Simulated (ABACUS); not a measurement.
## RbBr under changes of volume

One of the cells (35.122 Å³/atom); the others are scaled copies at fixed shape and fractional positions:

```
Rb Br
1.0
     4.12608    0.00000    0.00000
     0.00000    4.12608    0.00000
     0.00000    0.00000    4.12608
Rb Br
1 1
Direct
  0.00000 0.00000 0.00000
  0.50000 0.50000 0.50000
```

The cell comes from a database or a generator and needn't be the stable form of this composition.

| Quantity | Value |
| --- | --- |
| Program | ABACUS 3.10.1 |
| Functional | PBE |
| Potentials or basis | PseudoDojo NC SR 0.4.1 PBE standard |
| Cutoff | 639 eV |
| Density cutoff | 2558 eV |
| Basis | plane waves |
| k mesh | 7 × 7 × 7 |
| Occupations | fermi-dirac, width 0.05 eV |
| Spin | no spin polarisation |

| volume (Å³/atom) | energy over the lowest point (meV/atom) | pressure (GPa) | gap on the mesh (eV) |
| --- | --- | --- | --- |
| 33.015 | 22.61 | 2.1 | 4.33 |
| 33.717 | 14.59 | 1.6 | 4.25 |
| 34.420 | 8.54 | 1.2 | 4.18 |
| 35.122 | ? | ? | ? |
| 35.825 | 1.48 | 0.5 | 4.04 |
| 36.527 | 0.12 | 0.2 | 3.97 |
| 37.230 | 0.00 | -0.1 | 3.91 |

**Question.** What does the run at 35.122 Å³/atom give?

**Answer.** Energy over the lowest point 4.23 meV/atom; pressure 0.8 GPa; gap on the mesh 4.10 eV.

Worked out: A Birch-Murnaghan fit of order 3 (a polynomial in V^(-2/3)) to the other rows has its minimum at 36.95 Å³/atom with B0 = V·E''(V) = 13.8 GPa and B' = 5.0. It gives 4.23 meV/atom at 35.122 Å³/atom, against the run's 4.23, and -dE/dV = 0.8 GPa, against 0.8. A straight line through the other rows of the gap, of slope -3.5 eV per unit of ln V, gives 4.11 eV, against the run's 4.10.

Energies are extrapolated to zero smearing.

Caveats: an odd mesh through Γ misses points on the zone boundary, where band edges often lie. Spin-orbit coupling on Br, Rb is left out.
